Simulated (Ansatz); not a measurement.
# KCl (Sylvite) (P1) in Ansatz: convergence with smearing width

Aim: find how far smearing width must go before the results for KCl (Sylvite) settle, at PBE. This setting moves, with any that are tied to it; all else stays.

All numbers are computed with Ansatz 0.2.0; they aren't measurements. Logs are shortened: lines on timing, memory, paths and dates and some standing lists are left out, and cuts for length are marked.

### Step 1. The cell of the first run

The typed cell holds 2 atoms: a = 4.450 Å, b = 4.450 Å, c = 4.450 Å, α = 60.00°, β = 60.00°, γ = 60.00°.

The cell isn't the ideal one: atoms moved at random, drawn with an rms of 0.05 Å.

### Step 2. With smearing width 0.3 eV

Contents of input.yaml:

```yaml
crystal:
  lattice:
    - [0.0, 3.14647, 3.14647]
    - [3.14647, 0.0, 3.14647]
    - [3.14647, 3.14647, 0.0]
  atoms:
    - { symbol: K, position: [-0.011176, 0.011859, -0.001972] }
    - { symbol: Cl, position: [0.483026, 0.502097, 0.505637] }
hamiltonian:
  xc: pbe
  pseudopotentials: { kind: paw, source: jth }
kpoints:
  mp_grid: { grid: [5, 5, 5] }
scf:
  occupations: { method: fermi_dirac, width: 0.3 }
output:
  forces: true
  stress: true
  eigenvalues: true
```

Potentials or basis: JTH PAW.

Launch:

```
ansatz run input.yaml --threads 2 --pin off --max-ram 5632MiB --backend cpu --events-out ev --progress --plain --runs-dir out
```

What it wrote:

```text
Warning: the checks of this K dataset prove no rule for summing its radial tables, as where they were carried onto another mesh than they were made on, and Gregory's rule is taken, under which a leading mesh point left out moves its sums only by what lay on the interval it spanned. That does not make them correct, and they differ from Quantum ESPRESSO's on this file; a re-export a fraction of a mesh step off can move them. hamiltonian.pseudopotentials.radial_quadrature: simpson_from_first_knot sums it by `pw.x`'s rule; on a PAW file no value gives `pw.x`'s numbers. What more to know: hamiltonian.pseudopotentials.radial_quadrature, in the input reference
Warning: the checks of this Cl dataset prove no rule for summing its radial tables, as where they were carried onto another mesh than they were made on, and Gregory's rule is taken, under which a leading mesh point left out moves its sums only by what lay on the interval it spanned. That does not make them correct, and they differ from Quantum ESPRESSO's on this file; a re-export a fraction of a mesh step off can move them. hamiltonian.pseudopotentials.radial_quadrature: simpson_from_first_knot sums it by `pw.x`'s rule; on a PAW file no value gives `pw.x`'s numbers. What more to know: hamiltonian.pseudopotentials.radial_quadrature, in the input reference
Warning: RAYON_NUM_THREADS=2 ignored (pool sized by the plan → 2); use --threads N
band count auto-derived: 13 (N_el = 16.0; filled up to band 8; 12 by the electrons, moments and atoms)
Engine: ansatz 0.2.0, x86_64-unknown-linux-gnu
Pseudopotentials: kind: paw
Pseudopotential: K, paw, valence charge 9, recommended cutoff 690 eV (normal), K.paw.azcp
Pseudopotential: Cl, paw, valence charge 7, recommended cutoff 930 eV (normal), Cl.paw.azcp
Functional definition: PBE
  parameter kappa = 0.804
  parameter beta = 0.06672455060314922
  exchange = pbe_x(kappa = kappa, mu = beta*pi^2/3)
  correlation = pbe_c(beta = beta)
Crystal: 2 atoms, lattice volume = 62.302 Å³
Basis set: ecut = 930 eV, 4015 PW (Γ), exchange–correlation on 90×90×90 points (8 copies of the dense FFT grid, shifted against one another)
Bands: 13, of which v1, the nominal top of the filled ones, is band 8 counted from 1 (7 counted from 0)
Symmetry: 1 space group operations
Space group: P1 (ITA 1), of the structure as read, at distance tolerance 4.0e-5 Å
k-points: 63 of 125 (time reversal used)
Non-local potential: K, projectors of the file, l = 0: 2, l = 1: 2, l = 2: 1
Non-local potential: Cl, projectors of the file, l = 0: 2, l = 1: 2
PAW form: soft (Blöchl's): semilocal exchange-correlation on the pseudo side does not see the compensation charge
PAW one-centre angular grid: K, 110 points (default); XC on 64 Gauss nodes
PAW one-centre angular grid: Cl, 110 points (default); XC on 64 Gauss nodes
Initial density: superposition of atomic densities (chi_scale 0.1, normalization cell, long waves kept (reshape's long-wave potential 0.00 eV rms))
Initial wavefunctions: pseudopotential atomic-orbital guess
Functional: x = pbe(κ = 0.804, μ = 0.2195149727645171), c = pbe(β = 0.06672455060314922)
SCF iter   1: F=—  HF=-2622.280565 eV  |F-HF|=—  |Δ(HF+E_count)|=         —  Δρ=7.01e-2  dr2=3.78e0  ethr=3.10e-3  ⟨swp⟩=9.6  Hψ=8059  notcnv=0
preconditioner: auto → none  [insulator: Δε(μ)=3.296 eV  Ē_g=15.208 eV  σ=0.300 eV  W_gap=0.97  n_scr=14 (ndim 8)  ℏωp=17.6 eV  f_vac=0.001  D(μ)=0.00/eV (n_scr^D=0)  ε∞_Penn≈2.3]
SCF iter   2: F=—  HF=-2620.905721 eV  |F-HF|=—  |Δ(HF+E_count)|=    1.37e0  Δρ=3.27e-2  dr2=2.78e-1  ethr=3.10e-3  ⟨swp⟩=5.4  Hψ=2822  notcnv=0
SCF iter   3: F=—  HF=-2620.846273 eV  |F-HF|=—  |Δ(HF+E_count)|=   5.94e-2  Δρ=1.60e-2  dr2=4.37e-2  ethr=1.74e-3  ⟨swp⟩=2.0  Hψ=995  notcnv=0
SCF iter   4: F=—  HF=-2620.852767 eV  |F-HF|=—  |Δ(HF+E_count)|=   6.49e-3  Δρ=2.33e-3  dr2=2.38e-3  ethr=2.73e-4  ⟨swp⟩=3.0  Hψ=1311  notcnv=0
SCF iter   5: F=—  HF=-2620.852721 eV  |F-HF|=—  |Δ(HF+E_count)|=   4.54e-5  Δρ=3.43e-4  dr2=2.33e-5  ethr=1.49e-5  ⟨swp⟩=2.0  Hψ=1261  notcnv=0
SCF iter   6: F=—  HF=-2620.852739 eV  |F-HF|=—  |Δ(HF+E_count)|=   1.79e-5  Δρ=7.90e-5  dr2=1.24e-6  ethr=1.46e-7  ⟨swp⟩=3.0  Hψ=1802  notcnv=0
SCF iter   7: F=-2620.852739 eV  HF=-2620.852739 eV  |F-HF|=4.10e-8  |Δ(HF+E_count)|=   8.30e-9  Δρ=1.58e-5  dr2=7.29e-8  ethr=6.25e-10  ⟨swp⟩=15.1  Hψ=8218  notcnv=0
SCF 1 converged in 7 iterations: F = -2620.852739 eV  dr2 = 7.29e-8
SCF converged after 7 iterations
Free energy (F): -2620.852739 eV
Harris-Foulkes:  -2620.852739 eV  (|F-HF|=4.10e-8)
Internal energy: -2620.852476 eV  (E = F + TS)
E sigma→0 (E₀):  -2620.852607 eV
Entropy (-TS):   -0.000263 eV (-0.132 meV/atom)
Fermi energy:    4.128443 eV
--- Per-component energies (eV) ---
  E_band       = -130.599451
  E_kinetic    = 403.391439
  E_local      = -983.978412  (includes V_loc(G=0)·N_el)
  E_nonlocal   = 201.490722
  E_hartree    = 275.004770
  E_xc         = -236.741256
  E_vxc        = -275.238162  (∫ρ·V_xc dr)
  E_paw        = -1441.075112  (= ΣΔE_a)
  E_vpaw       = -26.271319  (= ΣTr[D̂ρ^β])
  E_aug_tail   = 0.000479  (compensation charges beyond the density's cutoff)
  E_ewald      = -838.945105
  E_smearing   = -0.000263  (= −TS)
  E_closure    = -0.000000  (closes the sum)
  Σ components = -2620.852739   (vs F -2620.852739, Δ=0.00e0)
--- Forces (eV/Å), atoms counted from 1 ---
  atom   1  K     -0.00911330     0.00766614    -0.06666112
  atom   2  Cl     0.00909871    -0.00765284     0.06654023
  max |Σ_I F_I| component: 1.21e-4 eV/Å
--- Stress (GPa, compression-positive) ---
        0.833708       0.000243      -0.002094
        0.000243       0.833351       0.001761
       -0.002094       0.001761       0.896144
  P = ⅓ Tr σ = 0.8544 GPa (8.544 kbar)
--- Band table (eV; the first three rows and the last of 63) ---
  k-point 0: bands = ["-26.2783", "-11.2078", "-9.7400", "-9.7400", "-9.7396", "0.9094", "0.9095", "0.9096", "6.0964", "9.2759", "9.2772", "9.2779", "10.1363"]
  k-point 1: bands = ["-26.2746", "-11.2776", "-9.7437", "-9.7432", "-9.6510", "0.4884", "0.7935", "0.7938", "6.9694", "9.0755", "9.7607", "9.7619", "10.6615"]
  k-point 2: bands = ["-26.2686", "-11.3771", "-9.7488", "-9.7484", "-9.5209", "-0.0584", "0.6174", "0.6179", "8.2974", "9.3473", "10.9966", "10.9987", "11.8519"]
  k-point 62: bands = ["-26.2663", "-11.3198", "-9.7972", "-9.7586", "-9.5749", "0.0409", "0.5164", "0.5901", "8.6927", "9.3646", "10.8758", "11.3459", "11.3991"]
```

Wall time 3.5 s (2 threads of Intel Xeon 6975P-C (Granite Rapids), shared host); peak memory 0.59 GiB.

What came out:

```
Free energy            : -2620.8527 eV
Pressure               : 0.9 GPa
Largest force          : 0.068 eV/Å
Band gap on the k mesh : 5.19 eV, direct
```

### Step 3. With smearing width 0.2 eV

input.yaml, as its differences from that of step 2:

```diff
@@ -14,3 +14,3 @@
 scf:
-  occupations: { method: fermi_dirac, width: 0.3 }
+  occupations: { method: fermi_dirac, width: 0.2 }
 output:
```

Potentials or basis: JTH PAW.

Launch:

```
ansatz run input.yaml --threads 2 --pin off --max-ram 5632MiB --backend cpu --events-out ev --progress --plain --runs-dir out
```

It took 4.1 s on 2 threads of Intel Xeon 6975P-C (Granite Rapids), shared host; peak memory 0.59 GiB.

What came out:

| Quantity | Value |
| --- | --- |
| Free energy | -2620.8527 eV |
| Pressure | 0.9 GPa |
| Largest force | 0.068 eV/Å |
| Band gap on the k mesh | 5.19 eV, direct |

### Step 4. With smearing width 0.15 eV

input.yaml, as its differences from that of step 3:

```diff
@@ -14,3 +14,3 @@
 scf:
-  occupations: { method: fermi_dirac, width: 0.2 }
+  occupations: { method: fermi_dirac, width: 0.15 }
 output:
```

Launch:

```
ansatz run input.yaml --threads 2 --pin off --max-ram 5632MiB --backend cpu --events-out ev --progress --plain --runs-dir out
```

Run time: 3.3 s. Hardware: 2 threads of Intel Xeon 6975P-C (Granite Rapids), shared host; peak memory 0.57 GiB.

What came out:

| Quantity | Value |
| --- | --- |
| Free energy | -2620.8527 eV |
| Pressure | 0.9 GPa |
| Largest force | 0.068 eV/Å |
| Band gap on the k mesh | 5.19 eV, direct |

### Step 5. With smearing width 0.1 eV

input.yaml, as its differences from that of step 4:

```diff
@@ -14,3 +14,3 @@
 scf:
-  occupations: { method: fermi_dirac, width: 0.15 }
+  occupations: { method: fermi_dirac, width: 0.1 }
 output:
```

Launch:

```
ansatz run input.yaml --threads 2 --pin off --max-ram 5632MiB --backend cpu --events-out ev --progress --plain --runs-dir out
```

Wall time 3.3 s (2 threads of Intel Xeon 6975P-C (Granite Rapids), shared host); peak memory 0.58 GiB.

What came out:

| Item | Value |
| --- | --- |
| Free energy | -2620.8527 eV |
| Pressure | 0.9 GPa |
| Largest force | 0.068 eV/Å |
| Band gap on the k mesh | 5.19 eV, direct |

### Step 6. With smearing width 0.05 eV

input.yaml, as its differences from that of step 5:

```diff
@@ -14,3 +14,3 @@
 scf:
-  occupations: { method: fermi_dirac, width: 0.1 }
+  occupations: { method: fermi_dirac, width: 0.05 }
 output:
```

Potentials or basis: JTH PAW.

Launch:

```
ansatz run input.yaml --threads 2 --pin off --max-ram 5632MiB --backend cpu --events-out ev --progress --plain --runs-dir out
```

Wall time 3.3 s (2 threads of Intel Xeon 6975P-C (Granite Rapids), shared host); peak memory 0.58 GiB.

It converged, with:

- Free energy: -2620.8527 eV
- Pressure: 0.9 GPa
- Largest force: 0.068 eV/Å
- Band gap on the k mesh: 5.19 eV, direct

### Step 7. With smearing width 0.025 eV

input.yaml, as its differences from that of step 6:

```diff
@@ -14,3 +14,3 @@
 scf:
-  occupations: { method: fermi_dirac, width: 0.05 }
+  occupations: { method: fermi_dirac, width: 0.025 }
 output:
```

Launch:

```
ansatz run input.yaml --threads 2 --pin off --max-ram 5632MiB --backend cpu --events-out ev --progress --plain --runs-dir out
```

It took 3.2 s on 2 threads of Intel Xeon 6975P-C (Granite Rapids), shared host; peak memory 0.58 GiB.

It converged, with:

* Free energy: -2620.8527 eV
* Pressure: 0.9 GPa
* Largest force: 0.068 eV/Å
* Band gap on the k mesh: 5.19 eV, direct

### Step 8. With smearing width 0.01 eV

input.yaml, as its differences from that of step 7:

```diff
@@ -14,3 +14,3 @@
 scf:
-  occupations: { method: fermi_dirac, width: 0.025 }
+  occupations: { method: fermi_dirac, width: 0.01 }
 output:
```

Launch:

```
ansatz run input.yaml --threads 2 --pin off --max-ram 5632MiB --backend cpu --events-out ev --progress --plain --runs-dir out
```

Run time: 3.2 s. Hardware: 2 threads of Intel Xeon 6975P-C (Granite Rapids), shared host; peak memory 0.58 GiB.

It converged, with:

| Quantity | Value |
| --- | --- |
| Free energy | -2620.8527 eV |
| Pressure | 0.9 GPa |
| Largest force | 0.068 eV/Å |
| Band gap on the k mesh | 5.19 eV, direct |

### Step 9. With smearing width 0.005 eV

input.yaml, as its differences from that of step 8:

```diff
@@ -14,3 +14,3 @@
 scf:
-  occupations: { method: fermi_dirac, width: 0.01 }
+  occupations: { method: fermi_dirac, width: 0.005 }
 output:
```

Potentials or basis: JTH PAW.

Launch:

```
ansatz run input.yaml --threads 2 --pin off --max-ram 5632MiB --backend cpu --events-out ev --progress --plain --runs-dir out
```

Run time: 3.2 s. Hardware: 2 threads of Intel Xeon 6975P-C (Granite Rapids), shared host; peak memory 0.58 GiB.

Results (log left out):

* Free energy: -2620.8527 eV
* Pressure: 0.9 GPa
* Largest force: 0.068 eV/Å
* Band gap on the k mesh: 5.19 eV, direct

### Step 10. Summary

```tsv
smearing width	energy less the tightest run, at zero smearing (meV/atom)	SCF cycles	CPU time (s)	peak memory (GiB)
0.3 eV	0.05	7	6.8	0.59
0.2 eV	0.00	7	7.3	0.59
0.15 eV	0.00	7	6.5	0.57
0.1 eV	0.00	7	6.4	0.58
0.05 eV	0.00	7	6.5	0.58
0.025 eV	0.00	7	6.3	0.58
0.01 eV	0.00	7	6.2	0.58
0.005 eV	0.00	7	6.2	0.58
```

Against the tightest run, the energy stays within 1 meV/atom from 0.3 eV on. The tightest run that finished is the yardstick and may itself not be fully converged.

Caveats: odd divisions of the mesh miss points on the zone boundary, where band edges often lie, so the gap on the mesh can be too wide.
